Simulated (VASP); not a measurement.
Write the native input for VASP 6.6.1 that does the following.

- Task: relaxation of cell and atoms
- Functional: PBE
- Dispersion: D3(BJ)
- Potentials or basis: VASP PAW PBE potentials, release 64 (Ga_d, S)
- Cutoff: 600 eV
- k mesh: 9 × 9 × 2
- Occupations: gaussian, width 0.03 eV
- Spin: no spin polarisation
- Further INCAR settings: ALGO = Normal; EDIFF = 1e-07; IBRION = 2; EDIFFG = -0.005; NSW = 90; ISIF = 3

The structure of GaS lies in POSCAR:

```
GaS                                     
1.0
    3.5881281272      0.0000000000      0.0000000000
   -1.7940640636      3.1074101076     -0.0000000000
   -0.0000000000     -0.0000000000     15.4225122027
  Ga              S             
     4     4
Direct
     0.3333333300000021    0.6666666699999979    0.1706235247137972
     0.6666666699999979    0.3333333300000021    0.6706235247137973
     0.3333333300000021    0.6666666699999979    0.3293764752862028
     0.6666666699999979    0.3333333300000021    0.8293764752862027
     0.3333333300000021    0.6666666699999979    0.5999383998023777
     0.6666666699999979    0.3333333300000021    0.0999383998023777
     0.3333333300000021    0.6666666699999979    0.9000616001976223
     0.6666666699999979    0.3333333300000021    0.4000616001976223
```

The input as run:

INCAR

```
PREC = Accurate
ENCUT = 600
EDIFF = 1E-7
ISMEAR = 0
SIGMA = 0.03
LREAL = False
LASPH = True
NELM = 80
ALGO = Normal
ISIF = 3
LWAVE = False
LCHARG = False
GGA = PE
IVDW = 12
IBRION = 2
NSW = 90
EDIFFG = -0.005
KPAR = 2
```

KPOINTS

```
regular mesh
0
Gamma
  9 9 2
```

Potentials or basis: VASP PAW PBE potentials, release 64 (Ga_d, S).

Launch:

```bash
$ cat potpaw_PBE.64/Ga_d/POTCAR potpaw_PBE.64/S/POTCAR > POTCAR
$ mpirun -np 2 vasp_std > vasp.out
```

It gave:

| Quantity | Value |
| --- | --- |
| Energy gained by relaxing | 0.0 meV/atom |
| Ionic steps | 2 |
| Pressure after relaxing | 0.0 GPa |
| Largest force after relaxing | 0.005 eV/Å |
| Band gap on the k mesh | 1.57 eV, indirect (least direct gap 1.67 eV) |
| Dispersion energy per atom | -0.274 eV |

Caveat: an odd mesh through Γ misses points on the zone boundary, where band edges often lie.

Wall time 2 min on 2 MPI ranks on Intel(R) Xeon(R) 6975P-C (Granite Rapids), with other jobs on the host, peak memory 0.45 GiB a rank.
